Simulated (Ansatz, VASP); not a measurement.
**I in VASP and in Ansatz**

INCAR

```
SYSTEM = I
  ALGO = Normal
  EDIFF = 1E-7
  ENCUT = 520
  GGA = PS
  ISIF = 2
  ISMEAR = -1
  LASPH = .True.
  LCHARG = .False.
  LREAL = .False.
  LWAVE = .False.
  NBANDS = 22
  NELM = 100
  PREC = Accurate
  SIGMA = 0.05
```

File KPOINTS:

```
k-points
0
Gamma
  7 7 3
  0 0 0
```

The input POSCAR:

```
I
1.0
    3.5608297907     -2.3461283221      0.0000000000
    3.5608297907      2.3461283221      0.0000000000
    0.0000000000      0.0000000000      9.5935177805
I
4
Direct
    0.6493000000      0.3507000000      0.3844000000
    0.1493000000      0.8507000000      0.1156000000
    0.3507000000      0.6493000000      0.6156000000
    0.8507000000      0.1493000000      0.8844000000
```

The input input.yaml:

```yaml
crystal:
  lattice:
    - [3.5608297907, -2.3461283221, 0.0]
    - [3.5608297907, 2.3461283221, 0.0]
    - [0.0, 0.0, 9.5935177805]
  atoms:
    - { symbol: I, position: [0.6493, 0.3507, 0.3844] }
    - { symbol: I, position: [0.1493, 0.8507, 0.1156] }
    - { symbol: I, position: [0.3507, 0.6493, 0.6156] }
    - { symbol: I, position: [0.8507, 0.1493, 0.8844] }
hamiltonian:
  xc: pbesol
  pseudopotentials: { kind: paw }
kpoints:
  mp_grid: { grid: [7, 7, 3] }
scf:
  occupations: { method: fermi_dirac, width: 0.05 }
output:
  forces: true
  stress: true
  eigenvalues: true
```

Change from the starting cell: volume scaled by 0.94.

Alike in both runs: task single point; functional PBEsol; k mesh 7 × 7 × 3; occupations fermi-dirac, width 0.05 eV; no spin polarisation.

```csv
,VASP,Ansatz
version,VASP 6.6.1,Ansatz 0.2.0
potentials or method,"VASP PAW PBE potentials, release 64 (I)",Ansatz PAW
plane-wave cutoff (eV),520,420
valence electrons in the cell,28,68
```

|  | VASP | Ansatz | Ansatz less VASP |
| --- | --- | --- | --- |
| gap on the k mesh at the Fermi level (eV) | 1.41 | 1.40 | -0.010 |
| least direct gap on the mesh (eV) | 1.54 | 1.53 | -0.005 |
| pressure (GPa) | 1.9 | 1.9 | -0.02 |
| largest component of the traceless stress (GPa) | 2.23 | 2.21 | -0.026 |
| rms of the force components (eV/Å) | 0.791 | 0.786 | -0.0045 |

Atom by atom the forces differ by 0.005 eV/Å (rms over components). The two sets of potentials don't hold the same shells in valence.

Caveats: spin-orbit coupling is left out, which moves the levels of the heavy elements; the PAW data sets were made with another functional, which shifts forces and pressure a little (VASP); an odd mesh through Γ misses points on the zone boundary, where band edges often lie (VASP); odd divisions of the mesh miss points on the zone boundary, where band edges often lie, so the gap on the mesh can be too wide (Ansatz); the PAW data sets come from PBE, with cores solved anew for the run's functional, which leaves a small shift of forces and pressure (Ansatz); forces of over 1 eV/Å show positions far from the minimum, so gaps and moduli don't describe the material at rest (Ansatz).
